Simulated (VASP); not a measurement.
# Na (P6_3/mmc) in VASP: further runs

The runs below take Na through single point, with PBE.

Everything below comes from runs of VASP 6.6.1. Logs are shortened: lines on timing, memory, paths and dates and some standing lists are left out, and cuts for length are marked.

### Step 1. The crystal as given

It takes space group P6_3/mmc (No. 194, hexagonal). Conventional cell: a = 3.767 Å, b = 3.767 Å, c = 6.154 Å, α = 90.00°, β = 90.00°, γ = 120.00°. Na (site symmetry -6m2) has 12 Na at 3.77 Å as nearest neighbours.

This isn't the form of Na at room conditions, which is bcc.

### Step 2. Single point, PBE

INCAR

```
SYSTEM = Na
PREC     = Normal         ! precision mode
ENCUT    = 460            ! plane-wave cutoff, eV
EDIFF    = 1E-4           ! SCF threshold, eV
ISMEAR   = 0              ! smearing method
SIGMA    = 0.2            ! smearing width, eV
LREAL    = Auto         
LASPH    = .TRUE.         ! aspherical terms in the spheres
NELM     = 100            ! most SCF steps
ALGO     = Normal         ! electronic algorithm
ISIF     = 2              ! what is computed and relaxed
LWAVE    = .FALSE.        ! write WAVECAR
LCHARG   = .FALSE.        ! write CHGCAR
GGA      = PE             ! functional
NBANDS   = 14             ! bands
ADDGRID  = .FALSE.
```

KPOINTS

```
regular mesh
0
G
  5 5 3
  0 0 0
```

POSCAR

```
Na
1.0
    3.7670000000      0.0000000000      0.0000000000
   -1.8835000000      3.2623176961      0.0000000000
    0.0000000000      0.0000000000      6.1540000000
Na
2
Direct
    0.6607270000      0.3253030000      0.7651560000
    0.3322080000      0.6634530000      0.2738460000
```

Potentials or basis: VASP PAW PBE potentials, release 64 (Na_pv).

Launch:

```bash
cat potpaw_PBE.64/Na_pv/POTCAR > POTCAR
mpirun -np 1 vasp_std > vasp.out
```

OUTCAR:

```text
SYSTEM = Na
   PREC = Normal
   ENCUT = 460
   EDIFF = 1E-4
   ISMEAR = 0
   LREAL = Auto
   LASPH = .TRUE.
   NELM = 100
   ISIF = 2
   GGA = PE

 Found     38 irreducible k-points:

 Following reciprocal coordinates:
            Coordinates               Weight
  0.000000  0.000000  0.000000      1.000000
  0.200000 -0.000000  0.000000      2.000000
  0.000000  0.200000  0.000000      2.000000
 -0.200000  0.200000  0.000000      2.000000
  0.400000 -0.000000  0.000000      2.000000
  0.000000  0.400000  0.000000      2.000000
   k-points           NKPTS =     38   k-points in BZ     NKDIM =     38   number of bands    NBANDS=     14
   number of dos      NEDOS =    301   number of ions     NIONS =      2
   total plane-waves  NPLWV =  12800
   dimension x,y,z NGX =    20 NGY =   20 NGZ =   32
   dimension x,y,z NGXF=    40 NGYF=   40 NGZF=   64
   ions per type =               2
   NGX,Y,Z   is equivalent  to a cutoff of   8.83,  8.83,  8.64 a.u.
   NGXF,Y,Z  is equivalent  to a cutoff of  17.65, 17.65, 17.29 a.u.
 SYSTEM =  Na
   PREC   = normal    normal or accurate (medium, high low for compatibility)
   ISTART =      0    job   : 0-new  1-cont  2-samecut
   ICHARG =      2    charge: 1-file 2-atom 10-const
   ISPIN  =      1    spin polarized calculation?
   LNONCOLLINEAR =      F non collinear calculations
   LSORBIT =      F    spin-orbit coupling
   LASPH  =      T    aspherical Exc in radial PAW
   ENCUT  =  460.0 eV  33.81 Ry    5.81 a.u.   6.59  6.59 10.76*2*pi/ulx,y,z
   NELM   =    100;   NELMIN=  2; NELMDL= -5     # of ELM steps
   EDIFF  = 0.1E-03   stopping-criterion for ELM
   LREAL  =      T    real-space projection
   EDIFFG = 0.1E-02   stopping-criterion for IOM
   NSW    =      0    number of steps for IOM
   IBRION =     -1    ionic relax: 0-MD 1-quasi-New 2-CG
   NFREE  =      0    steps in history (QN), initial steepest desc. (CG)
   ISIF   =      2    stress and relaxation
   ISYM   =      2    0-nonsym 1-usesym 2-fastsym
   POTIM  = 0.5000    time-step for ionic-motion
   TEBEG  =    0.0;   TEEND  =   0.0 temperature during run
   PSTRESS=    0.0 pullay stress
   NELECT =      14.0000    total number of electrons
   NUPDOWN=      -1.0000    fix difference up-down
   EMIN   =  10.00;   EMAX   =-10.00  energy-range for DOS
   EFERMI =   0.00;   METHOD = LEGACY
   ISMEAR =     0;   SIGMA  =   0.20  broadening in eV -4-tet -1-fermi 0-gaus
   EFERMI_NEDOS =   21; number of points for ismear=-14 and -15
   IALGO  =     38    algorithm
   IMIX   =      4    mixing-type and parameters
     AMIX     =   0.40;   BMIX     =  1.00
     AMIX_MAG =   1.60;   BMIX_MAG =  1.00
  volume/ion in A,a.u.               =      37.81       255.18
  Fermi-wavevector in a.u.,A,eV,Ry     =   0.933020  1.763153 11.844235  0.870527
  Thomas-Fermi vector in A             =   2.059678
   LORBIT       =      0    0 simple, 1 ext, 2 COOP (PROOUT), +10 PAW based schemes
   GGA     = PE    functional components
   LHFCALC =     F    Hartree Fock is set to
   AEXX    =    0.0000 exact exchange contribution
   IVDW    =     0    specifies the selected vdW correction
   LEPSILON=     F    determine dielectric tensor
   LRPA    =     F    only Hartree local field effects (RPA)
 non-spin polarized calculation
 Gauss-broadening in eV      SIGMA  =   0.20
  energy-cutoff  :      460.00
  volume of cell :       75.63
 maximum number of plane-waves:      1737
   NGX = 13   NGY = 13   NGZ = 21

 number of electron      13.9999966 magnetization

 Free energy of the ion-electron system (eV)
  ---------------------------------------------------
  ext. energy  EPLUGINS =         0.00000000
  ---------------------------------------------------
  free energy    TOTEN  =        -2.69443050 eV

  energy without entropy =       -2.67791612  energy(sigma->0) =       -2.68617331

 E-fermi :   0.4364     XC(G=0):  -6.4501

 val. band max:       -0.2426115354   @ k =   0.4000  -0.0000   0.3333
 cond. band min:       0.4974059679   @ k =  -0.2000   0.4000   0.3333
 fundamental gap:      0.7400175033
 Fermi energy:         0.4364019505

 k-point     1 :       0.0000    0.0000    0.0000
  band No.  band energies     occupation
      1     -24.6685      2.00000
      2     -24.6410      2.00000
      3     -24.6406      2.00000
      4     -24.6362      2.00000
      5     -24.6361      2.00000
      6     -24.6359      2.00000
      7      -2.9661      2.00000
      8       0.8245      0.00607
      9       1.2084      0.00000
     10      10.1396      0.00000
     11      10.1475      0.00000
     12      10.4759      0.00000
     13      10.4896      0.00000
     14      10.6399      0.00000

 k-point     2 :       0.2000   -0.0000    0.0000
  band No.  band energies     occupation
      1     -24.6646      2.00000
      2     -24.6491      2.00000
      3     -24.6446      2.00000
      4     -24.6435      2.00000
      5     -24.6377      2.00000
      6     -24.6374      2.00000
      7      -2.3845      2.00000
      8       1.3450      0.00000
      9       1.7690      0.00000
     10       5.9186      0.00000
     11       8.3947      0.00000
     12       8.4589      0.00000
     13       9.2680      0.00000
     14      10.5035      0.00000

 k-point     3 :       0.0000    0.2000    0.0000
  band No.  band energies     occupation
      1     -24.6645      2.00000
      2     -24.6493      2.00000
      3     -24.6447      2.00000
      4     -24.6432      2.00000
      5     -24.6376      2.00000
      6     -24.6375      2.00000
      7      -2.3845      2.00000
      8       1.3449      0.00000
      9       1.7686      0.00000
     10       5.9220      0.00000
     11       8.3945      0.00000
     12       8.4636      0.00000
     13       9.2661      0.00000
     14      10.4824      0.00000

 k-point     4 :      -0.2000    0.2000    0.0000
  band No.  band energies     occupation
      1     -24.6646      2.00000
      2     -24.6492      2.00000
      3     -24.6447      2.00000
      4     -24.6433      2.00000
      5     -24.6376      2.00000
      6     -24.6375      2.00000
      7      -2.3845      2.00000
      8       1.3450      0.00000
      9       1.7688      0.00000
     10       5.9203      0.00000
     11       8.3944      0.00000
     12       8.4615      0.00000
     13       9.2670      0.00000
     14      10.4927      0.00000

 k-point     5 :       0.4000   -0.0000    0.0000
  band No.  band energies     occupation
      1     -24.6631      2.00000
      2     -24.6587      2.00000
      3     -24.6559      2.00000
      4     -24.6476      2.00000
      5     -24.6418      2.00000
      6     -24.6403      2.00000
      7      -0.6773      2.00000
      8       2.0097      0.00000
      9       2.9158      0.00000
     10       3.5848      0.00000
     11       5.5565      0.00000
     12       5.9732      0.00000
     13       7.4373      0.00000
     14       8.4786      0.00000

 k-point     6 :       0.0000    0.4000    0.0000
  band No.  band energies     occupation
      1     -24.6633      2.00000
      2     -24.6588      2.00000
      3     -24.6556      2.00000
      4     -24.6473      2.00000
      5     -24.6422      2.00000
      6     -24.6402      2.00000
      7      -0.6774      2.00000
      8       2.0069      0.00000
      9       2.9155      0.00000
     10       3.5915      0.00000
     11       5.5559      0.00000
     12       5.9781      0.00000
     13       7.4373      0.00000
     14       8.4594      0.00000

 [... further k-points ...]

------------------------ aborting loop because EDIFF is reached ----------------------------------------

  FORCE on cell =-STRESS in cart. coord.  units (eV):
  Direction    XX          YY          ZZ          XY          YZ          ZX
  --------------------------------------------------------------------------------------
  -------------------------------------------------------------------------------------
  Total       -0.2414225     -0.2322712     -0.1872002     -0.0033650      0.0007637      0.0004336
  in kB       -5.1145676     -4.9206964     -3.9658615     -0.0712880      0.0161791      0.0091855
  external PRESSURE =      -4.6670418 kB  Pullay stress =       0.0000000 kB

 VOLUME and BASIS-vectors are now :
 -----------------------------------------------------------------------------
  energy-cutoff  :      460.00
  volume of cell :       75.63
      direct lattice vectors                 reciprocal lattice vectors
     3.767000000  0.000000000  0.000000000     0.265463233  0.153265269  0.000000000
    -1.883500000  3.262317696  0.000000000     0.000000000  0.306530538  0.000000000
     0.000000000  0.000000000  6.154000000     0.000000000  0.000000000  0.162495938

 POSITION                                       TOTAL-FORCE (eV/Angst)
 -----------------------------------------------------------------------------------
      1.87625      1.06124      4.70877         0.000687      0.003045      0.036320
      0.00181      2.16439      1.68525        -0.000687     -0.003045     -0.036320
 -----------------------------------------------------------------------------------
    total drift:                               -0.000024     -0.000083      0.000117

  FREE ENERGIE OF THE ION-ELECTRON SYSTEM (eV)
  ---------------------------------------------------
  free  energy   TOTEN  =        -2.6944305001 eV

  energy  without entropy=       -2.6779161185  energy(sigma->0) =       -2.68617331
```

Wall time 8.2 s (1 thread of Intel Xeon Platinum 8488C (Sapphire Rapids), shared host); peak memory 0.14 GiB.

The run converged, but some of its settings lie outside the range that counts as converged, so its numbers aren't taken as properties of the crystal.

What came out:

```yaml
Free_energy: -2.6944 eV
Pressure: -0.5 GPa
Largest_force: 0.036 eV/Å
Band_gap_on_the_k_mesh: none (metal or under the smearing width)
```

Caveat: the k mesh is coarse (spacing up to 0.39 Å⁻¹), so the values aren't converged.

### Step 3. Single point, PBE

INCAR

```
SYSTEM = Na
PREC     = Accurate       ! precision mode
ENCUT    = 520            ! plane-wave cutoff, eV
EDIFF    = 1E-6           ! SCF threshold, eV
ISMEAR   = 0              ! smearing method
SIGMA    = 0.2            ! smearing width, eV
LREAL    = .FALSE.        ! projectors in reciprocal space
LASPH    = .TRUE.         ! aspherical terms in the spheres
NELM     = 100            ! most SCF steps
ALGO     = Normal         ! electronic algorithm
ISIF     = 2              ! what is computed and relaxed
LWAVE    = .FALSE.        ! write WAVECAR
LCHARG   = .FALSE.        ! write CHGCAR
GGA      = PE             ! functional
NBANDS   = 14             ! bands
ADDGRID  = .FALSE.
```

KPOINTS is that of step 2.

POSCAR

```
Na
1.0
    3.7670000000      0.0000000000      0.0000000000
   -1.8835000000      3.2623176961      0.0000000000
    0.0000000000      0.0000000000      6.1540000000
Na
2
Direct
    0.6666666667      0.3333333333      0.7500000000
    0.3333333333      0.6666666667      0.2500000000
```

Potentials or basis: VASP PAW PBE potentials, release 64 (Na_pv).

Launch:

```bash
cat potpaw_PBE.64/Na_pv/POTCAR > POTCAR
mpirun -np 1 vasp_std > vasp.out
```

OUTCAR:

```text
SYSTEM = Na
   PREC = Accurate
   ENCUT = 520
   EDIFF = 1E-6
   ISMEAR = 0
   LREAL = .FALSE.
   LASPH = .TRUE.
   NELM = 100
   ISIF = 2
   GGA = PE

 Found     10 irreducible k-points:

 Following reciprocal coordinates:
            Coordinates               Weight
  0.000000  0.000000  0.000000      1.000000
  0.200000 -0.000000  0.000000      6.000000
  0.400000 -0.000000  0.000000      6.000000
  0.200000  0.200000  0.000000      6.000000
  0.400000  0.200000  0.000000      6.000000
  0.000000  0.000000  0.333333      2.000000
   k-points           NKPTS =     10   k-points in BZ     NKDIM =     10   number of bands    NBANDS=     14
   number of dos      NEDOS =    301   number of ions     NIONS =      2
   total plane-waves  NPLWV =  37632
   dimension x,y,z NGX =    28 NGY =   28 NGZ =   48
   dimension x,y,z NGXF=    56 NGYF=   56 NGZF=   96
   ions per type =               2
   NGX,Y,Z   is equivalent  to a cutoff of  12.36, 12.36, 12.97 a.u.
   NGXF,Y,Z  is equivalent  to a cutoff of  24.71, 24.71, 25.93 a.u.
 SYSTEM =  Na
   PREC   = accura    normal or accurate (medium, high low for compatibility)
   ISTART =      0    job   : 0-new  1-cont  2-samecut
   ICHARG =      2    charge: 1-file 2-atom 10-const
   ISPIN  =      1    spin polarized calculation?
   LNONCOLLINEAR =      F non collinear calculations
   LSORBIT =      F    spin-orbit coupling
   LASPH  =      T    aspherical Exc in radial PAW
   ENCUT  =  520.0 eV  38.22 Ry    6.18 a.u.   7.00  7.00 11.44*2*pi/ulx,y,z
   NELM   =    100;   NELMIN=  2; NELMDL= -5     # of ELM steps
   EDIFF  = 0.1E-05   stopping-criterion for ELM
   LREAL  =      F    real-space projection
   EDIFFG = 0.1E-04   stopping-criterion for IOM
   NSW    =      0    number of steps for IOM
   IBRION =     -1    ionic relax: 0-MD 1-quasi-New 2-CG
   NFREE  =      0    steps in history (QN), initial steepest desc. (CG)
   ISIF   =      2    stress and relaxation
   ISYM   =      2    0-nonsym 1-usesym 2-fastsym
   POTIM  = 0.5000    time-step for ionic-motion
   TEBEG  =    0.0;   TEEND  =   0.0 temperature during run
   PSTRESS=    0.0 pullay stress
   NELECT =      14.0000    total number of electrons
   NUPDOWN=      -1.0000    fix difference up-down
   EMIN   =  10.00;   EMAX   =-10.00  energy-range for DOS
   EFERMI =   0.00;   METHOD = LEGACY
   ISMEAR =     0;   SIGMA  =   0.20  broadening in eV -4-tet -1-fermi 0-gaus
   EFERMI_NEDOS =   21; number of points for ismear=-14 and -15
   IALGO  =     38    algorithm
   IMIX   =      4    mixing-type and parameters
     AMIX     =   0.40;   BMIX     =  1.00
     AMIX_MAG =   1.60;   BMIX_MAG =  1.00
[... 21 lines left out ...]
  ---------------------------------------------------
  ext. energy  EPLUGINS =         0.00000000
  ---------------------------------------------------
  free energy    TOTEN  =        -2.69496519 eV

  energy without entropy =       -2.67845153  energy(sigma->0) =       -2.68670836

 E-fermi :   0.4361     XC(G=0):  -6.4500

 val. band max:       -0.2414726546   @ k =   0.4000  -0.0000   0.3333
 cond. band min:       0.4971634695   @ k =   0.2000   0.2000   0.3333
 fundamental gap:      0.7386361241
 Fermi energy:         0.4360758864

 k-point     1 :       0.0000    0.0000    0.0000
  band No.  band energies     occupation
      1     -24.6720      2.00000
      2     -24.6444      2.00000
      3     -24.6444      2.00000
      4     -24.6398      2.00000
      5     -24.6398      2.00000
      6     -24.6395      2.00000
      7      -2.9653      2.00000
      8       0.8240      0.00608
      9       1.2094      0.00000
     10      10.1452      0.00000
     11      10.1452      0.00000
     12      10.4849      0.00000
     13      10.4850      0.00000
     14      10.6384      0.00000
[... 71 lines left out ...]
      1     -24.6640      2.00000
      2     -24.6477      2.00000
      3     -24.6432      2.00000
      4     -24.6432      2.00000
      5     -24.6410      2.00000
      6     -24.6410      2.00000
      7      -2.5107      2.00000
      8      -1.1702      2.00000
      9       3.9792      0.00000
     10       7.6361      0.00000
     11      10.4690      0.00000
     12      10.4691      0.00000
     13      10.7029      0.00000
     14      10.7029      0.00000

 [... further k-points ...]

------------------------ aborting loop because EDIFF is reached ----------------------------------------

  FORCE on cell =-STRESS in cart. coord.  units (eV):
  Direction    XX          YY          ZZ          XY          YZ          ZX
  --------------------------------------------------------------------------------------
  -------------------------------------------------------------------------------------
  Total       -0.1160440     -0.1160440     -0.0711089      0.0000000      0.0000000      0.0000000
  in kB       -2.4584082     -2.4584082     -1.5064515      0.0000000      0.0000000      0.0000000
  external PRESSURE =      -2.1410893 kB  Pullay stress =       0.0000000 kB

 VOLUME and BASIS-vectors are now :
 -----------------------------------------------------------------------------
  energy-cutoff  :      520.00
  volume of cell :       75.63
      direct lattice vectors                 reciprocal lattice vectors
     3.767000000  0.000000000  0.000000000     0.265463233  0.153265269  0.000000000
    -1.883500000  3.262317696  0.000000000     0.000000000  0.306530538  0.000000000
     0.000000000  0.000000000  6.154000000     0.000000000  0.000000000  0.162495938

 POSITION                                       TOTAL-FORCE (eV/Angst)
 -----------------------------------------------------------------------------------
      1.88350      1.08744      4.61550         0.000000     -0.000000      0.000000
     -0.00000      2.17488      1.53850        -0.000000      0.000000      0.000000
 -----------------------------------------------------------------------------------
    total drift:                                0.000000     -0.000000      0.000000

  FREE ENERGIE OF THE ION-ELECTRON SYSTEM (eV)
  ---------------------------------------------------
  free  energy   TOTEN  =        -2.6949651880 eV

  energy  without entropy=       -2.6784515337  energy(sigma->0) =       -2.68670836
```

OSZICAR:

```text
N       E                     dE             d eps       ncg     rms          rms(c)
DAV:   1     0.994416126266E+02    0.99442E+02   -0.75607E+03   280   0.961E+02
DAV:   2     0.126294350366E+01   -0.98179E+02   -0.97103E+02   298   0.276E+02
DAV:   3    -0.264212068061E+01   -0.39051E+01   -0.39009E+01   352   0.620E+01
DAV:   4    -0.269509969053E+01   -0.52979E-01   -0.52978E-01   340   0.797E+00
DAV:   5    -0.269625615157E+01   -0.11565E-02   -0.11565E-02   346   0.119E+00    0.282E-01
DAV:   6    -0.269551960445E+01    0.73655E-03   -0.99085E-04   346   0.392E-01    0.190E-01
DAV:   7    -0.269498259213E+01    0.53701E-03   -0.17737E-03   362   0.454E-01    0.228E-02
DAV:   8    -0.269496518798E+01    0.17404E-04   -0.12605E-04   382   0.192E-01    0.399E-03
DAV:   9    -0.269496518803E+01   -0.49567E-10   -0.22519E-06   274   0.239E-02
   1 F= -.26949652E+01 E0= -.26867084E+01  d E =-.165137E-01
```

It took 6.1 s on 1 thread of Intel Xeon Platinum 8488C (Sapphire Rapids), shared host; peak memory 0.17 GiB.

The run converged, but some of its settings lie outside the range that counts as converged, so its numbers aren't taken as properties of the crystal.

Results:

```yaml
Free_energy: -2.6950 eV
Pressure: -0.2 GPa
Band_gap_on_the_k_mesh: none (metal or under the smearing width)
```

Caveat: the k mesh is coarse (spacing up to 0.39 Å⁻¹), so the values aren't converged.

(Continued in part 2 of 2.)
